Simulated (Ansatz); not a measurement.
**Kick along a soft mode, then relaxed in WS$_{2}$**

All numbers below come from DFT PBE, scalar-relativistic, plane waves, PAW in Ansatz. Cutoff 420 eV, Γ-centred 12×12×2 k-points, Gaussian smearing of 0.05 eV. Spin–orbit coupling is left out, which can shift energies with elements as heavy as these. No spin polarisation. Energies are free energies at this smearing, counted from the undisturbed cell; pressure is positive in compression.

The undisturbed cell (relaxed at this level):

```
CELL_PARAMETERS angstrom
3.18778 0.00000 0.00000
-1.59389 2.76070 0.00000
0.00000 0.00000 14.77496
ATOMIC_POSITIONS crystal
W 0.33333 0.66667 0.25000
W 0.66667 0.33333 0.75000
S 0.33333 0.66667 0.64367
S 0.66667 0.33333 0.14367
S 0.33333 0.66667 0.85633
S 0.66667 0.33333 0.35633
```

The cell holds layers and no dispersion correction was added, so their binding is poorly described.

The atoms are moved along a zone-centre mode of 4 cm⁻¹ (Å):

```csv
atom,ux,uy,uz
W1,0.000,-0.150,0.000
W2,0.000,0.150,0.000
S3,0.000,0.150,0.000
S4,0.000,-0.150,0.000
S5,0.000,0.150,0.000
S6,0.000,-0.150,0.000
```

Cell and atoms are then relaxed.

Task: Does the relaxation return to the undisturbed structure?

Result: No. It ends 0.0 meV/atom above it, nearly level but in another symmetry or volume. The final space group reads Cmcm (tolerance 0.01 Å) and the volume changes by 0.00 %.

Final structure:

```
W S
1.0
     3.18778    0.00000    0.00000
    -1.59389    2.76070    0.00000
     0.00000    0.00000   14.77496
W S
2 4
Direct
  0.30617 0.61233 0.25000
  0.69383 0.38767 0.75000
  0.36050 0.72100 0.64367
  0.63950 0.27900 0.14367
  0.36050 0.72100 0.85633
  0.63950 0.27900 0.35633
```

The relaxation, step by step (energy from the first step; small jumps at an unchanged geometry come where the plane waves are selected anew for the new cell):

```tsv
step	ΔE (meV/atom)	largest force component (eV/Å)	pressure (GPa)
1	0.0	0.001	0.01
2	0.0	0.001	0.01
```

Frames along the relaxation (Å, eV/Å):

```xyz
6
Lattice="3.188 0.000 0.000 -1.594 2.761 0.000 0.000 0.000 14.775" Properties=species:S:1:pos:R:3:forces:R:3 pbc="T T T" step=1
W     0.000    1.690    3.694    0.000    0.001    0.000
W     1.594    1.070   11.081    0.000   -0.001    0.000
S     0.000    1.990    9.510    0.000    0.000    0.000
S     1.594    0.770    2.123    0.000    0.000    0.000
S     0.000    1.990   12.652    0.000    0.000    0.000
S     1.594    0.770    5.265    0.000    0.000    0.000
6
Lattice="3.188 0.000 0.000 -1.594 2.761 0.000 0.000 0.000 14.775" Properties=species:S:1:pos:R:3:forces:R:3 pbc="T T T" step=2
W     0.000    1.690    3.694    0.000    0.001    0.000
W     1.594    1.070   11.081    0.000   -0.001    0.000
S     0.000    1.990    9.510    0.000    0.000    0.000
S     1.594    0.770    2.123    0.000    0.000    0.000
S     0.000    1.990   12.652    0.000    0.000    0.000
S     1.594    0.770    5.265    0.000    0.000    0.000
```

Cost: 1 run of about 1.5 core-minutes, on Intel Xeon Processor @ 2.50GHz (Skylake/Cascade Lake) (shared hosts).